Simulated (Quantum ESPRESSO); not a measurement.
The system is Au.

```
Au
1.0
     0.00000    2.03500    2.03500
     2.03500    0.00000    2.03500
     2.03500    2.03500    0.00000
Au
1
Direct
  0.00000 0.00000 0.00000
```

Base run:

- Program: Quantum ESPRESSO 7.5
- Functional: PBEsol
- Potentials or basis: PseudoDojo 0.4.1 SR PBEsol standard
- Cutoff: 1034 eV
- Density cutoff: 4136 eV
- k mesh: 11 × 11 × 11
- Occupations: fermi-dirac, width 0.05 eV
- Spin: no spin polarisation

Its results: band gap on the k mesh none (metal or under the smearing width); pressure 1.3 GPa.

Question: The run is repeated on the same cell with these changes: potentials or basis from PseudoDojo 0.4.1 SR PBEsol standard to PseudoDojo 0.4 FR PBEsol standard; spin from no spin polarisation to spin-orbit coupling, no magnetisation. What comes out?

Answer: Band gap on the k mesh none (metal or under the smearing width); pressure 0.3 GPa.

Caveats: spin-orbit coupling is left out, which moves the levels of the heavy elements (some runs).
